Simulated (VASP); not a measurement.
# Bi2TeSe2 (R3m) in VASP: single point with PBEsol

Aim: the single point of Bi2TeSe2 with PBEsol.

Program: VASP 6.6.1. These are calculated values, not measurements. Logs are shortened: lines on timing, memory, paths and dates and some standing lists are left out, and cuts for length are marked.

### Step 1. The structure

It takes space group R3m (No. 160, trigonal). The conventional cell has a = 4.244 Å, b = 4.244 Å, c = 30.739 Å, α = 90.00°, β = 90.00°, γ = 120.00°. Around Bi (site symmetry 3m) lie 3 Te at 3.03 Å and 3 Se at 3.12 Å. Bi (site symmetry 3m) has 6 Se at 2.88 to 3.09 Å as nearest neighbours. Te (site symmetry 3m) has 3 Bi at 3.03 Å as nearest neighbours. Se (site symmetry 3m) has 6 Bi at 3.09 to 3.12 Å as nearest neighbours. Around Se (site symmetry 3m) lie 3 Bi at 2.88 Å.

The cell comes from a database or a generator and needn't be the stable form of this composition.

### Step 2. Single point, PBEsol

Contents of INCAR:

```
SYSTEM = Bi2TeSe2
ALGO = Fast ; EDIFF = 1E-7
ENCUT = 520 ; GGA = PS
ISIF = 2 ; ISMEAR = 0
LASPH = .TRUE. ; LCHARG = .FALSE.
LREAL = .FALSE. ; LWAVE = .FALSE.
NBANDS = 32 ; NELM = 100
PREC = Accurate ; SIGMA = 0.1
```

Contents of KPOINTS:

```
k-points
0
G
  6 6 6
  0 0 0
```

Contents of POSCAR:

```
Bi2TeSe2
1.0
    2.1218105610      1.2250278986     10.2464875018
   -2.1218105610      1.2250278986     10.2464875018
    0.0000000000     -2.4500557971     10.2464875018
Bi Te Se
2 1 2
Direct
    0.6065124400      0.6065124400      0.6065124400
    0.3967909400      0.3967909400      0.3967909400
    0.2149592200      0.2149592200      0.2149592200
    0.0024255800      0.0024255800      0.0024255800
    0.7793118300      0.7793118300      0.7793118300
```

Potentials or basis: VASP PAW PBE potentials, release 64 (Bi_d, Te, Se).

Run with:

```sh
> cat potpaw_PBE.64/Bi_d/POTCAR potpaw_PBE.64/Te/POTCAR potpaw_PBE.64/Se/POTCAR > POTCAR
> mpirun -np 1 vasp_std > vasp.out
```

OUTCAR:

```text
SYSTEM = Bi2TeSe2
   EDIFF = 1E-7
   ENCUT = 520
   GGA = PS
   ISIF = 2
   ISMEAR = 0
   LASPH = .TRUE.
   LREAL = .FALSE.
   NELM = 100
   PREC = Accurate

 ion  position               nearest neighbor table
   1  0.607  0.607  0.607-   3 3.03   3 3.03   3 3.03   4 3.12   4 3.12   4 3.12
   2  0.397  0.397  0.397-   5 2.88   5 2.88   5 2.88   4 3.09   4 3.09   4 3.09
   3  0.215  0.215  0.215-   1 3.03   1 3.03   1 3.03
   4  0.002  0.002  0.002-   2 3.09   2 3.09   2 3.09   1 3.12   1 3.12   1 3.12
   5  0.779  0.779  0.779-   2 2.88   2 2.88   2 2.88

  LATTYP: Found a trigonal (rhomboedric) cell.
 ALAT       =    10.5353348088
 COS(alpha) =     0.9188765288

  Lattice vectors:

 A1 = (   2.1218105610,   1.2250278986,  10.2464875018)
 A2 = (  -2.1218105610,   1.2250278986,  10.2464875018)
 A3 = (   0.0000000000,  -2.4500557971,  10.2464875018)

Analysis of symmetry for initial positions (statically):
=====================================================================
 Subroutine PRICEL returns:
 Original cell was already a primitive cell.

 Routine SETGRP: Setting up the symmetry group for a
 trigonal (rhombohedral) supercell.

 Subroutine GETGRP returns: Found  6 space group operations
 (whereof  6 operations were pure point group operations)
 out of a pool of 12 trial point group operations.

The static configuration has the point symmetry C_3v.

Analysis of symmetry for dynamics (positions and initial velocities):
=====================================================================
 Subroutine PRICEL returns:
 Original cell was already a primitive cell.

 Routine SETGRP: Setting up the symmetry group for a
 trigonal (rhombohedral) supercell.

 Subroutine GETGRP returns: Found  6 space group operations
 (whereof  6 operations were pure point group operations)
 out of a pool of 12 trial point group operations.

The dynamic configuration has the point symmetry C_3v.

 Subroutine INISYM returns: Found  6 space group operations
 (whereof  6 operations are pure point group operations),
 and found     1 'primitive' translations

----------------------------------------------------------------------------------------

                                     Primitive cell

  volume of cell :     159.8008

  direct lattice vectors                    reciprocal lattice vectors
     2.121810561  1.225027899 10.246487502     0.235647804  0.136051323  0.032531473
    -2.121810561  1.225027899 10.246487502    -0.235647804  0.136051323  0.032531473
     0.000000000 -2.450055797 10.246487502     0.000000000 -0.272102647  0.032531473

  length of vectors
    10.535334809 10.535334809 10.535334809     0.274040411  0.274040411  0.274040411

  position of ions in fractional coordinates (direct lattice)
     0.606512440  0.606512440  0.606512440
     0.396790940  0.396790940  0.396790940
     0.214959220  0.214959220  0.214959220
     0.002425580  0.002425580  0.002425580
     0.779311830  0.779311830  0.779311830

  ion indices of the primitive-cell ions
   primitive index   ion index
                 1           1
                 2           2
                 3           3
                 4           4
                 5           5

----------------------------------------------------------------------------------------

 KPOINTS: k-points

Automatic generation of k-mesh.
 Grid dimensions read from file:
 generate k-points for:    6    6    6

 Generating k-lattice:

  Cartesian coordinates                     Fractional coordinates (reciprocal lattice)
     0.039274634  0.022675221  0.005421912     0.166666667  0.000000000  0.000000000
    -0.039274634  0.022675221  0.005421912     0.000000000  0.166666667  0.000000000
     0.000000000 -0.045350441  0.005421912    -0.000000000 -0.000000000  0.166666667

  Length of vectors
     0.045673402  0.045673402  0.045673402

  Shift w.r.t. Gamma in fractional coordinates (k-lattice)
     0.000000000  0.000000000  0.000000000

 Subroutine IBZKPT returns following result:
 ===========================================

 Found     32 irreducible k-points:

 Following reciprocal coordinates:
            Coordinates               Weight
  0.000000  0.000000  0.000000      1.000000
  0.166667 -0.000000 -0.000000      6.000000
  0.333333  0.000000 -0.000000      6.000000
  0.500000 -0.000000 -0.000000      3.000000
  0.166667  0.166667 -0.000000      6.000000
  0.333333  0.166667 -0.000000     12.000000
[... 16 lines left out ...]
  0.500000  0.500000  0.166667      6.000000
 -0.333333  0.500000  0.166667     12.000000
 [... further k-points ...]
   k-points           NKPTS =     32   k-points in BZ     NKDIM =     32   number of bands    NBANDS=     32
   number of dos      NEDOS =    301   number of ions     NIONS =      5
   total plane-waves  NPLWV = 512000
   dimension x,y,z NGX =    80 NGY =   80 NGZ =   80
   dimension x,y,z NGXF=   160 NGYF=  160 NGZF=  160
   ions per type =               2   1   2
   NGX,Y,Z   is equivalent  to a cutoff of  12.62, 12.62, 12.62 a.u.
   NGXF,Y,Z  is equivalent  to a cutoff of  25.25, 25.25, 25.25 a.u.
 SYSTEM =  Bi2TeSe2
   PREC   = accura    normal or accurate (medium, high low for compatibility)
   ISTART =      0    job   : 0-new  1-cont  2-samecut
   ICHARG =      2    charge: 1-file 2-atom 10-const
   ISPIN  =      1    spin polarized calculation?
   LNONCOLLINEAR =      F non collinear calculations
   LSORBIT =      F    spin-orbit coupling
   LASPH  =      T    aspherical Exc in radial PAW
   ENCUT  =  520.0 eV  38.22 Ry    6.18 a.u.  19.59 19.59 19.59*2*pi/ulx,y,z
   NELM   =    100;   NELMIN=  2; NELMDL= -5     # of ELM steps
   EDIFF  = 0.1E-06   stopping-criterion for ELM
   LREAL  =      F    real-space projection
   EDIFFG = 0.1E-05   stopping-criterion for IOM
   NSW    =      0    number of steps for IOM
   IBRION =     -1    ionic relax: 0-MD 1-quasi-New 2-CG
   NFREE  =      0    steps in history (QN), initial steepest desc. (CG)
   ISIF   =      2    stress and relaxation
   ISYM   =      2    0-nonsym 1-usesym 2-fastsym
   POTIM  = 0.5000    time-step for ionic-motion
   TEBEG  =    0.0;   TEEND  =   0.0 temperature during run
   PSTRESS=    0.0 pullay stress
   NELECT =      48.0000    total number of electrons
   NUPDOWN=      -1.0000    fix difference up-down
   EMIN   =  10.00;   EMAX   =-10.00  energy-range for DOS
   EFERMI =   0.00;   METHOD = LEGACY
   ISMEAR =     0;   SIGMA  =   0.10  broadening in eV -4-tet -1-fermi 0-gaus
   EFERMI_NEDOS =   21; number of points for ismear=-14 and -15
   IALGO  =     68    algorithm
   IMIX   =      4    mixing-type and parameters
     AMIX     =   0.40;   BMIX     =  1.00
     AMIX_MAG =   1.60;   BMIX_MAG =  1.00
  volume/ion in A,a.u.               =      31.96       215.68
  Fermi-wavevector in a.u.,A,eV,Ry     =   1.096383  2.071863 16.354960  1.202056
  Thomas-Fermi vector in A             =   2.232724
   LORBIT       =      0    0 simple, 1 ext, 2 COOP (PROOUT), +10 PAW based schemes
   GGA     = PS    functional components
   LHFCALC =     F    Hartree Fock is set to
   AEXX    =    0.0000 exact exchange contribution
   IVDW    =     0    specifies the selected vdW correction
   LEPSILON=     F    determine dielectric tensor
   LRPA    =     F    only Hartree local field effects (RPA)
 non-spin polarized calculation
 RMM-DIIS sequential band-by-band and
 Gauss-broadening in eV      SIGMA  =   0.10
  energy-cutoff  :      520.00
  volume of cell :      159.80
 maximum number of plane-waves:      4330
 NGX is ok and might be reduce to    80
   NGX = 39   NGY = 39   NGZ = 39

 number of electron      48.0000001 magnetization

 Free energy of the ion-electron system (eV)
  ---------------------------------------------------
  ext. energy  EPLUGINS =         0.00000000
  ---------------------------------------------------
  free energy    TOTEN  =       -21.45215905 eV

  energy without entropy =      -21.45215820  energy(sigma->0) =      -21.45215863

 E-fermi :   4.5866     XC(G=0):  -9.3031

 val. band max:        4.3257629148   @ k =   0.0000   0.0000   0.0000
 cond. band min:       4.8406490068   @ k =   0.0000   0.0000   0.0000
 fundamental gap:      0.5148860921
 Fermi energy:         4.5865607413

 k-point     1 :       0.0000    0.0000    0.0000
  band No.  band energies     occupation
      1     -18.4045      2.00000
      2     -18.4036      2.00000
      3     -18.4036      2.00000
      4     -18.3922      2.00000
      5     -18.3922      2.00000
      6     -18.3344      2.00000
[... 24 lines left out ...]
     31      10.3054      0.00000
     32      11.0770      0.00000

 k-point     2 :       0.1667   -0.0000   -0.0000
  band No.  band energies     occupation
      1     -18.4079      2.00000
      2     -18.4010      2.00000
      3     -18.4001      2.00000
      4     -18.3939      2.00000
      5     -18.3912      2.00000
      6     -18.3363      2.00000
[... 24 lines left out ...]
     31       9.5902      0.00000
     32      10.4148      0.00000

 k-point     3 :       0.3333    0.0000   -0.0000
  band No.  band energies     occupation
      1     -18.4167      2.00000
      2     -18.4002      2.00000
      3     -18.3982      2.00000
      4     -18.3910      2.00000
      5     -18.3839      2.00000
      6     -18.3418      2.00000
[... 24 lines left out ...]
     31       8.8592      0.00000
     32      10.7435      0.00000

 k-point     4 :       0.5000   -0.0000   -0.0000
  band No.  band energies     occupation
      1     -18.4213      2.00000
      2     -18.4015      2.00000
      3     -18.3985      2.00000
      4     -18.3877      2.00000
      5     -18.3791      2.00000
      6     -18.3450      2.00000
[... 24 lines left out ...]
     31       8.5876      0.00000
     32      10.4298      0.00000

 k-point     5 :       0.1667    0.1667   -0.0000
  band No.  band energies     occupation
      1     -18.4079      2.00000
      2     -18.4010      2.00000
      3     -18.4001      2.00000
      4     -18.3939      2.00000
      5     -18.3912      2.00000
      6     -18.3363      2.00000
[... 584 lines left out ...]
     31       9.2483      0.00000
     32      10.2829      0.00000

 k-point    22 :      -0.1667    0.3333    0.1667
  band No.  band energies     occupation
      1     -18.4166      2.00000
      2     -18.4015      2.00000
      3     -18.3979      2.00000
      4     -18.3902      2.00000
      5     -18.3820      2.00000
      6     -18.3401      2.00000
[... 24 lines left out ...]
     31       9.0485      0.00000
     32      11.0706      0.00000

 k-point    23 :       0.5000    0.5000    0.1667
  band No.  band energies     occupation
      1     -18.4167      2.00000
      2     -18.4002      2.00000
      3     -18.3982      2.00000
      4     -18.3910      2.00000
      5     -18.3839      2.00000
      6     -18.3418      2.00000
[... 24 lines left out ...]
     31       8.8154      0.00000
     32      10.4478      0.00000

 k-point    24 :      -0.3333    0.5000    0.1667
  band No.  band energies     occupation
      1     -18.4166      2.00000
      2     -18.4015      2.00000
      3     -18.3979      2.00000
      4     -18.3902      2.00000
      5     -18.3820      2.00000
      6     -18.3401      2.00000
[... 24 lines left out ...]
     31       9.1759      0.00000
     32      10.6291      0.00000

 [... further k-points ...]

------------------------ aborting loop because EDIFF is reached ----------------------------------------

  FORCE on cell =-STRESS in cart. coord.  units (eV):
  Direction    XX          YY          ZZ          XY          YZ          ZX
  --------------------------------------------------------------------------------------
  -------------------------------------------------------------------------------------
  Total       -1.4351579     -1.4351579     -1.3979302      0.0000000     -0.0000000      0.0000000
  in kB      -14.3890272    -14.3890272    -14.0157779      0.0000000     -0.0000000      0.0000000
  external PRESSURE =     -14.2646107 kB  Pullay stress =       0.0000000 kB

 VOLUME and BASIS-vectors are now :
 -----------------------------------------------------------------------------
  energy-cutoff  :      520.00
  volume of cell :      159.80
      direct lattice vectors                 reciprocal lattice vectors
     2.121810561  1.225027899 10.246487502     0.235647804  0.136051323  0.032531473
    -2.121810561  1.225027899 10.246487502    -0.235647804  0.136051323  0.032531473
     0.000000000 -2.450055797 10.246487502     0.000000000 -0.272102647  0.032531473

 POSITION                                       TOTAL-FORCE (eV/Angst)
 -----------------------------------------------------------------------------------
      0.00000      0.00000     18.64387         0.000000      0.000000      0.107656
      0.00000      0.00000     12.19714         0.000000     -0.000000     -0.116821
      0.00000      0.00000      6.60773         0.000000     -0.000000     -0.002711
      0.00000      0.00000      0.07456         0.000000     -0.000000     -0.036855
      0.00000      0.00000     23.95563         0.000000      0.000000      0.048731
 -----------------------------------------------------------------------------------
    total drift:                               -0.000000     -0.000000     -0.000486

  FREE ENERGIE OF THE ION-ELECTRON SYSTEM (eV)
  ---------------------------------------------------
  free  energy   TOTEN  =       -21.4521590548 eV

  energy  without entropy=      -21.4521581963  energy(sigma->0) =      -21.45215863
```

It took 16 min on 1 thread of Intel Xeon Platinum 8559C (Emerald Rapids), shared host; peak memory 0.99 GiB.

What came out:

```yaml
Free_energy: -21.4522 eV
Pressure: -1.4 GPa
Largest_force: 0.117 eV/Å
Band_gap_on_the_k_mesh: 0.51 eV, direct
```

Forces on the atoms (eV/Å):
```
Bi   0.000  0.000  0.108
Bi   0.000  0.000 -0.117
Te   0.000  0.000 -0.003
Se   0.000  0.000 -0.037
Se   0.000  0.000  0.049
```

Caveat: the PAW data sets were made with another functional, which shifts forces and pressure a little; spin-orbit coupling is left out, which as a rule narrows the gap of such compounds by several tenths of an eV.
